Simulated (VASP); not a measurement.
# BN (P6_3/mmc) in VASP: further runs, part 3 of 3

VASP 6.6.1. Earlier steps stand in the parts before.

### 6 Dielectric tensor, PBE

Contents of INCAR:

```
ALGO = Normal
EDIFF = 1E-8
ENCUT = 520
GGA = PE
ISIF = 2
ISMEAR = 0
LASPH = True
LCHARG = False
LEPSILON = True
LREAL = False
LWAVE = False
NELM = 100
PREC = Accurate
SIGMA = 0.01
```

Contents of KPOINTS:

```
k-points
0
Gamma
  10 10 3
```

Contents of POSCAR:

```
BN
1.0
    2.4982400000      0.0000000000      0.0000000000
   -1.2491200000      2.1635393048      0.0000000000
    0.0000000000      0.0000000000      6.6357000000
N B
2 2
Direct
    0.6666666667      0.3333333333      0.2500000000
    0.3333333333      0.6666666667      0.7500000000
    0.6666666667      0.3333333333      0.7500000000
    0.3333333333      0.6666666667      0.2500000000
```

Potentials or basis: VASP PAW PBE potentials, release 64 (N, B).

Launch:

```sh
$ cat potpaw_PBE.64/N/POTCAR potpaw_PBE.64/B/POTCAR > POTCAR
$ mpirun -np 1 vasp_std > vasp.out
```

OUTCAR:

```text
EDIFF = 1E-8
   ENCUT = 520
   GGA = PE
   ISIF = 2
   ISMEAR = 0
   LASPH = True
   LEPSILON = True
   LREAL = False
   NELM = 100
   PREC = Accurate

 Found     28 irreducible k-points:

 Following reciprocal coordinates:
            Coordinates               Weight
  0.000000  0.000000  0.000000      1.000000
  0.100000  0.000000  0.000000      6.000000
  0.200000  0.000000  0.000000      6.000000
  0.300000  0.000000  0.000000      6.000000
  0.400000  0.000000  0.000000      6.000000
  0.500000  0.000000  0.000000      3.000000
   k-points           NKPTS =     28   k-points in BZ     NKDIM =     28   number of bands    NBANDS=     12
   number of dos      NEDOS =    301   number of ions     NIONS =      4
   total plane-waves  NPLWV =  20000
   dimension x,y,z NGX =    20 NGY =   20 NGZ =   50
   dimension x,y,z NGXF=    40 NGYF=   40 NGZF=  100
   ions per type =               2   2
   NGX,Y,Z   is equivalent  to a cutoff of  13.31, 13.31, 12.53 a.u.
   NGXF,Y,Z  is equivalent  to a cutoff of  26.62, 26.62, 25.05 a.u.
 SYSTEM =  unknown system
   PREC   = accura    normal or accurate (medium, high low for compatibility)
   ISTART =      0    job   : 0-new  1-cont  2-samecut
   ICHARG =      2    charge: 1-file 2-atom 10-const
   ISPIN  =      1    spin polarized calculation?
[... 209 lines left out ...]

------------------------ aborting loop because EDIFF is reached ----------------------------------------

 PIEZOELECTRIC TENSOR FIELD DIRECTION 3  (e Angst)
 -----------------------------------------------------------------------------
    -0.00029 -0.00000  0.00000           ( -0.00000  0.00000  0.00000)
     0.00000 -0.00029  0.00000           (  0.00000 -0.00000 -0.00000)
     0.00000 -0.00000  0.00024           (  0.00000 -0.00000 -0.00001)

 PIEZOELECTRIC TENSOR FIELD DIRECTION 3  (C/m^2)
 -----------------------------------------------------------------------------
    -0.00013 -0.00000  0.00000
     0.00000 -0.00013  0.00000
     0.00000 -0.00000  0.00011

 MACROSCOPIC STATIC DIELECTRIC TENSOR (including local field effects in DFT)
 ------------------------------------------------------
           4.746842     0.000000     0.000000
           0.000000     4.746842     0.000000
           0.000000     0.000000     2.691118
 ------------------------------------------------------

 PIEZOELECTRIC TENSOR (including local field effects)  for field in x, y, z        (e  Angst)
          XX          YY          ZZ          XY          YZ          ZX
  --------------------------------------------------------------------------------
  x     0.00000     0.00000     0.00000     0.00000     0.00000     0.00000
  y     0.00000     0.00000     0.00000     0.00000     0.00000     0.00000
  z     0.00000     0.00000     0.00000     0.00000     0.00000     0.00000

 PIEZOELECTRIC TENSOR (including local field effects)  for field in x, y, z        (C/m^2)
          XX          YY          ZZ          XY          YZ          ZX
  --------------------------------------------------------------------------------
  x     0.00000     0.00000     0.00000     0.00000     0.00000     0.00000
  y     0.00000     0.00000     0.00000     0.00000     0.00000     0.00000
  z     0.00000     0.00000     0.00000     0.00000     0.00000     0.00000

 BORN EFFECTIVE CHARGES (including local field effects) (in |e|, cummulative output)
 ---------------------------------------------------------------------------------
 ion    1
    1    -2.70856     0.00000     0.00000
    2     0.00000    -2.70856     0.00000
    3    -0.00000     0.00000    -0.74615
 ion    2
    1    -2.70856     0.00000     0.00000
    2     0.00000    -2.70856     0.00000
    3    -0.00000     0.00000    -0.74615
 ion    3
    1     2.70856     0.00000     0.00000
    2     0.00000     2.70856     0.00000
    3     0.00000     0.00000     0.74615
 ion    4
    1     2.70856     0.00000     0.00000
    2     0.00000     2.70856     0.00000
    3     0.00000     0.00000     0.74615
```

OSZICAR:

```text
N       E                     dE             d eps       ncg     rms          rms(c)
DAV:   1     0.670413821853E+02    0.67041E+02   -0.84097E+03   672   0.124E+03
[... 13 lines left out ...]
RMM:   5    -0.186474149204E+00   -0.57023E-02   -0.51257E-04  1117   0.188E-01    0.119E-02
RMM:   6    -0.186657089974E+00   -0.18294E-03   -0.14513E-05  1140   0.218E-02    0.569E-03
RMM:   7    -0.186936912449E+00   -0.27982E-03   -0.24082E-06  1137   0.131E-02    0.104E-03
RMM:   8    -0.186959843601E+00   -0.22931E-04   -0.14423E-07  1117   0.262E-03    0.329E-04
RMM:   9    -0.186954179436E+00    0.56642E-05   -0.17429E-08  1151   0.943E-04    0.351E-05
RMM:  10    -0.186952747460E+00    0.14320E-05   -0.22639E-09  1009   0.169E-04    0.156E-05
RMM:  11    -0.186953097825E+00   -0.35036E-06   -0.18772E-09   727   0.951E-05    0.385E-06
```

stdout:

```text
POSCAR found type information on POSCAR N B
 POSCAR found :  2 types and       4 ions
 scaLAPACK will be used
 LDA part: xc-table for (Slater+PW92), standard interpolation
 POSCAR, INCAR and KPOINTS ok, starting setup
 FFT: planning ... GRIDC
 FFT: planning ... GRID_SOFT
 FFT: planning ... GRID
 WAVECAR not read
 entering main loop
 Linear response reoptimize wavefunctions to high precision
 Linear response G [H, r] |phi>, progress :
  Direction:   1
 Linear response G [H, r] |phi>, progress :
  Direction:   2
 Linear response G [H, r] |phi>, progress :
  Direction:   3
 Linear response to external field (no local field effect), progress :
  Direction:   1
 dielectric tensor                  component  1 :     5.193     1.047    -0.113
 Linear response to external field (no local field effect), progress :
  Direction:   2
 dielectric tensor                  component  2 :     1.047     4.478    -0.152
 Linear response to external field (no local field effect), progress :
  Direction:   3
 dielectric tensor                  component  3 :    -0.113    -0.152     3.014
 Linear response to external field, progress :
  Direction:   1
 dielectric tensor                  component  1 :     4.747     0.322     0.020
 Linear response to external field, progress :
  Direction:   2
 dielectric tensor                  component  2 :     0.322     4.747    -0.125
 Linear response to external field, progress :
  Direction:   3
 dielectric tensor                  component  3 :    -0.112    -0.151     2.691
 Born effective charges drift removed
```

Run time: 2.5 min. Hardware: 1 thread of AMD EPYC 7R43 (Zen 3), shared host; peak memory 0.16 GiB.

These settings aren't checked as converged: the numbers below hold their error.

Results:

| Quantity | Value |
| --- | --- |
| Band gap on the k mesh | 4.24 eV, indirect (least direct gap 4.69 eV) |
| Electronic dielectric tensor (diagonal) | 4.75, 4.75, 2.69 |
| Born charges (mean of the diagonal) | N -2.05; B +2.05 e |

Caveat: an odd mesh through Γ misses points on the zone boundary, where band edges often lie.
